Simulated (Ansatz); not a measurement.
# NiO (Fm-3m) in Ansatz: notebook, part 2 of 2

Ansatz 0.2.0. The steps go on from the part before.

## Step 3: Band structure, LDA, collinear spin, ferromagnetic start

File input.yaml:

```yaml
crystal:
  lattice:
    - [0.0, 2.0859016414, 2.0859016414]
    - [2.0859016414, 0.0, 2.0859016414]
    - [2.0859016414, 2.0859016414, 0.0]
  atoms:
    - { symbol: Ni, position: [0.0, 0.0, 0.0], spin: 1.0 }
    - { symbol: O, position: [0.5, 0.5, 0.5] }
kpoints:
  mp_grid: { grid: [11, 11, 11] }
  band_path:
    path:
      - [0.0, 0.0, 0.0]
      - [0.5, 0.0, 0.5]
      - [0.5, 0.25, 0.75]
      - [0.375, 0.375, 0.75]
      - [0.0, 0.0, 0.0]
      - [0.5, 0.5, 0.5]
      - [0.625, 0.25, 0.625]
      - [0.5, 0.25, 0.75]
    npoints: 8
scf:
  occupations: { method: fermi_dirac, width: 0.05 }
hamiltonian:
  xc: lda
  pseudopotentials: { kind: all_electron, lapw: { basis_error: 0.001 } }
magnetization:
  spin_polarized: true
output:
  forces: true
  stress: true
  eigenvalues: true
```

Potentials or basis: all-electron LAPW, scalar-relativistic.

Started as:

```bash
ansatz run input.yaml --threads 2 --pin off --max-ram 6144MiB --backend cpu --events-out ev --progress --plain --runs-dir out
```

The program printed:

```text
Warning: RAYON_NUM_THREADS=2 ignored (pool sized by the plan → 2); use --threads N
LAPW: plane waves up to 9.964 Å⁻¹, error target 1.0e-3 eV per atom; small_component_spin mean_spin; O in spheres of 0.943 Å, 8 of its electrons in bands, Dirac shells []; Ni in spheres of 1.143 Å, 18 of its electrons in bands, Dirac shells [] (how accurate: hamiltonian.pseudopotentials.lapw.basis_error, Limitations)
Engine: ansatz 0.2.0, x86_64-unknown-linux-gnu
Pseudopotentials: kind: all_electron
Pseudopotential: Ni, LAPW, valence charge 18, lapw/all_electron/scalar/gaussian/Ni, Koelling and Harmon's equation, gaussian nucleus
Pseudopotential: O, LAPW, valence charge 8, lapw/all_electron/scalar/gaussian/O, Koelling and Harmon's equation, gaussian nucleus
Functional definition: SPW92
  exchange = slater_x
  correlation = pw_c
Crystal: 2 atoms, lattice volume = 18.151 Å³
Basis set: ecut = 378.2276263872543 eV, 307 PW (Γ), exchange–correlation at level 2
Bands: 18, of which v1, the nominal top of the filled ones, is band 13 counted from 1 (12 counted from 0)
Symmetry: 48 space group operations
Space group: Fm-3m (ITA 225), of the structure as read, at distance tolerance 2.6e-5 Å
Magnetic group: BNS 225.116 (UNI 1618), of the structure as read, at distance tolerance 2.6e-5 Å
k-points: 56 of 1331
Non-local potential: Ni, projectors of the file, none
Non-local potential: O, projectors of the file, none
[... 74 lines left out ...]
Spin contamination: 0.0008 ħ² per cell (⟨S²⟩ above its minimum at these occupations)
Per-site moments (μB) at R_I (Å): [(-0.2593506386364357, 1.143095867234609), (-0.03932792825622178, 0.9428057430830346)]
Free energy (F): -43351.280363 eV
Harris-Foulkes:  -43351.280363 eV  (|F-HF|=1.46e-10)
Internal energy: -43351.266877 eV  (E = F + TS)
E sigma→0 (E₀):  -43351.273620 eV
Entropy (-TS):   -0.013485 eV (-6.743 meV/atom)
Fermi energy:    14.116223 eV
--- Per-component energies (eV) ---
  E_band       = -1302.529241
  E_kinetic    = 43981.254610
  E_xc         = -1881.749418
  E_electrostatic = -85450.772069  (all electrons and nuclei)
  E_smearing   = -0.013485  (= −TS)
  E_closure    = 0.000000  (closes the sum)
  E_atoms      = -43336.315089  (free atoms, spherical and without spin; not in F)
  Σ components = -43351.280363   (vs F -43351.280363, Δ=0.00e0)
  Basis errors (estimates in eV, not in F): energy 3.7e-4 per atom: plane waves 3.3e-4 (1.8e-4 summed), levels above the bands 7.4e-144, relativity 4.5e-9, radial functions 4.0e-5, core shells 3.5e-9; eigenvalues (radial functions only) 8.5e-7; not estimated: angular momenta, meshes, grids; target (lapw.basis_error) 1.0e-3; muffin-tin radii O 0.943 Å, Ni 1.143 Å
--- Forces (eV/Å), atoms counted from 1 ---
  atom   1  Ni     0.00000000    -0.00000000     0.00000000
  atom   2  O      0.00000000    -0.00000000    -0.00000000
  max |Σ_I F_I| component: 1.18e-30 eV/Å
--- Stress (GPa, compression-positive) ---
      -19.754330       0.000000       0.000000
        0.000000     -19.754330       0.000000
        0.000000       0.000000     -19.754330
  P = ⅓ Tr σ = -19.7543 GPa (-197.543 kbar)
--- Band table (eV; the first three rows and the last of 112) ---
  k-point 0 ↑: bands = ["-489.2609", "-87.9297", "-48.7660", "-48.7660", "-48.7660", "-6.0561", "11.0388", "11.0388", "11.0388", "12.3939", "12.3939", "12.3939", "12.6794", "12.6794", "15.8058", "31.8240", "33.1243", "33.1243"]
  k-point 1 ↑: bands = ["-489.2609", "-87.9294", "-48.7688", "-48.7664", "-48.7664", "-5.9591", "10.3357", "10.6442", "10.6442", "12.4770", "12.4770", "12.5714", "13.0920", "13.0920", "16.3630", "30.1238", "32.8063", "32.8063"]
  k-point 2 ↑: bands = ["-489.2609", "-87.9287", "-48.7762", "-48.7674", "-48.7674", "-5.6875", "9.0095", "9.9801", "9.9801", "12.6522", "12.6522", "12.8069", "13.8595", "13.8595", "17.5444", "27.8590", "31.6315", "31.6315"]
  k-point 55 ↓: bands = ["-489.3028", "-88.2285", "-49.0828", "-49.0812", "-49.0721", "-4.5223", "7.7721", "7.7952", "8.4722", "12.7648", "13.0197", "13.2551", "13.3491", "14.0344", "22.6237", "24.5344", "24.6509", "27.9332"]
```

Wall time 33 s (2 threads of Intel Xeon 6975P-C (Granite Rapids), shared host); peak memory 0.52 GiB.

Results:

* Free energy: -43351.2804 eV
* Pressure: -19.8 GPa
* Band gap along the path: none (metal or under the smearing width)
* Net moment: -0.30 μB per cell
* Absolute moment: 0.30 μB per cell
* Site moments: Ni -0.26; O -0.04 μB

Levels at the corners of the path, in eV from the Fermi level:
Spin up:
```tsv
point	band 10	band 11	band 12	band 13	band 14	band 15	band 16	band 17
Γ	-1.72	-1.72	-1.72	-1.44	-1.44	1.69	17.71	19.01
X	-2.74	-1.03	-0.58	-0.58	-0.46	6.29	10.47	12.48
W	-1.02	-1.02	-0.60	-0.58	0.19	8.59	10.68	10.68
K	-1.63	-0.72	-0.54	-0.31	0.19	7.90	10.40	10.45
Γ	-1.72	-1.72	-1.72	-1.44	-1.44	1.69	17.71	19.01
L	-0.86	-0.86	-0.50	1.44	1.44	5.60	10.00	14.04
U	-1.63	-0.72	-0.54	-0.31	0.19	7.90	10.40	10.45
W	-1.02	-1.02	-0.60	-0.58	0.19	8.59	10.68	10.68
```
Spin down:
```tsv
point	band 10	band 11	band 12	band 13	band 14	band 15	band 16	band 17	band 18
Γ	-1.90	-1.90	-1.90	-1.79	-1.79	1.63	17.70	18.95	18.95
X	-2.90	-1.39	-0.82	-0.78	-0.78	6.22	10.41	12.40	16.51
W	-1.19	-1.19	-0.96	-0.78	-0.13	8.51	10.61	10.61	13.45
K	-1.81	-0.91	-0.73	-0.64	-0.12	7.83	10.33	10.39	15.75
Γ	-1.90	-1.90	-1.90	-1.79	-1.79	1.63	17.70	18.95	18.95
L	-1.06	-1.06	-0.68	1.15	1.15	5.57	9.91	13.98	13.98
U	-1.81	-0.91	-0.73	-0.64	-0.12	7.83	10.33	10.39	15.75
W	-1.19	-1.19	-0.96	-0.78	-0.13	8.51	10.61	10.61	13.45
```

Caveat: semilocal functionals often make such compounds metallic where correlation or magnetic order opens a gap, which also shifts bond lengths.

## Step 4: Band structure, PBEsol, collinear spin, ferromagnetic start

input.yaml, as its differences from that of step 3:

```diff
@@ -24,3 +24,3 @@
 hamiltonian:
-  xc: lda
+  xc: pbesol
   pseudopotentials: { kind: all_electron, lapw: { basis_error: 0.001 } }
```

Started as:

```bash
ansatz run input.yaml --threads 2 --pin off --max-ram 6144MiB --backend cpu --events-out ev --progress --plain --runs-dir out
```

Wall time 11 s (2 threads of Intel Xeon 6975P-C (Granite Rapids), shared host); peak memory 0.47 GiB.

It converged, with:

- Free energy: -43388.3828 eV
- Pressure: -6.8 GPa
- Band gap along the path: none (metal or under the smearing width)
- Net moment: 1.48 μB per cell
- Absolute moment: 1.48 μB per cell
- Site moments: Ni +1.24; O +0.23 μB

Levels at the corners of the path, in eV from the Fermi level:
Spin up:
```tsv
point	band 12	band 13	band 14	band 15	band 16	band 17
Γ	-2.52	-2.52	-2.52	1.38	17.49	18.68
X	-1.94	-1.46	-1.46	5.99	10.34	12.04
W	-1.78	-1.46	-1.06	8.34	10.45	10.45
K	-1.59	-1.37	-1.00	7.64	10.11	10.28
Γ	-2.52	-2.52	-2.52	1.38	17.49	18.68
L	-1.28	0.42	0.42	5.35	9.82	13.81
U	-1.59	-1.37	-1.00	7.64	10.11	10.28
W	-1.78	-1.46	-1.06	8.34	10.45	10.45
```
Spin down:
| point | band 8 | band 9 | band 10 | band 11 | band 12 | band 13 | band 14 | band 15 | band 16 | band 17 |
| --- | --- | --- | --- | --- | --- | --- | --- | --- | --- | --- |
| Γ | -2.76 | -2.76 | -1.77 | -1.77 | -1.77 | -0.84 | -0.84 | 1.68 | 17.46 | 18.90 |
| X | -4.11 | -4.11 | -2.80 | -0.62 | -0.62 | -0.41 | 0.15 | 6.37 | 10.65 | 12.31 |
| W | -6.01 | -5.44 | -1.02 | -1.02 | -0.62 | 0.01 | 0.76 | 8.80 | 10.74 | 10.74 |
| K | -6.07 | -4.68 | -1.62 | -0.76 | -0.56 | 0.28 | 0.78 | 8.02 | 10.42 | 10.57 |
| Γ | -2.76 | -2.76 | -1.77 | -1.77 | -1.77 | -0.84 | -0.84 | 1.68 | 17.46 | 18.90 |
| L | -5.07 | -5.07 | -0.86 | -0.86 | -0.49 | 2.01 | 2.01 | 5.51 | 10.26 | 14.05 |
| U | -6.07 | -4.68 | -1.62 | -0.76 | -0.56 | 0.28 | 0.78 | 8.02 | 10.42 | 10.57 |
| W | -6.01 | -5.44 | -1.02 | -1.02 | -0.62 | 0.01 | 0.76 | 8.80 | 10.74 | 10.74 |

Caveat: a cell with one magnetic atom can't hold antiferromagnetic order, which such compounds often take; semilocal functionals often make such compounds metallic where correlation or magnetic order opens a gap, which also shifts bond lengths.

## Step 5: Summary

| level | pressure (GPa) | moment (μB) |
| --- | --- | --- |
| PBE | 6.3 | 1.78 |
| LDA | -19.8 | 0.30 |
| PBEsol | -6.8 | 1.48 |

Alike in all rows: task band structure; potentials or basis all-electron LAPW, scalar-relativistic; spin collinear, ferromagnetic start; cell as given; k mesh 11 × 11 × 11; cutoff (eV) 378; smearing fermi-dirac 0.05 eV; basis error allowed 0.001 eV/atom.

The pressure there spans -19.8 GPa (LDA) to 6.3 GPa (PBE); a positive pressure means that this level wants a larger cell, a negative one a smaller.

Caveats: semilocal functionals often make such compounds metallic where correlation or magnetic order opens a gap, which also shifts bond lengths; a cell with one magnetic atom can't hold antiferromagnetic order, which such compounds often take (some runs).

Compare energies only between runs with the same functional and basis.

## Step 6: Comparison with measurements

Step 2. Against the measured gap of NiO, 4.3 eV (quoted in “Local correlations, non-local screening, multiplets, and band formation in NiO”, 2012, arxiv:1210.6675), the calculated 0.00 eV is off by -4.30 eV. So large a miss can be the level of theory's own, or it may mean another phase, state or a wrong row. The value is that of PBE, without temperature or zero-point motion. Semilocal functionals fall short of measured gaps as a rule. The run's magnetic order (collinear spin, ferromagnetic start) needn't be the measured crystal's.

Step 3. Measured gap of NiO: 4.3 eV (quoted in “Local correlations, non-local screening, multiplets, and band formation in NiO”, 2012, arxiv:1210.6675). This calculation gives 0.00 eV (-4.30 eV). So large a miss can be the level of theory's own, or it may mean another phase, state or a wrong row. The value is that of LDA, without temperature or zero-point motion. Semilocal functionals fall short of measured gaps as a rule. The run's magnetic order (collinear spin, ferromagnetic start) needn't be the measured crystal's.

Step 4. A measured gap of NiO is 4.3 eV (quoted in “Local correlations, non-local screening, multiplets, and band formation in NiO”, 2012, arxiv:1210.6675); the calculated 0.00 eV misses it by -4.30 eV. So large a miss can be the level of theory's own, or it may mean another phase, state or a wrong row. The value is that of PBEsol, without temperature or zero-point motion. Semilocal functionals fall short of measured gaps as a rule. The run's magnetic order (collinear spin, ferromagnetic start) needn't be the measured crystal's.
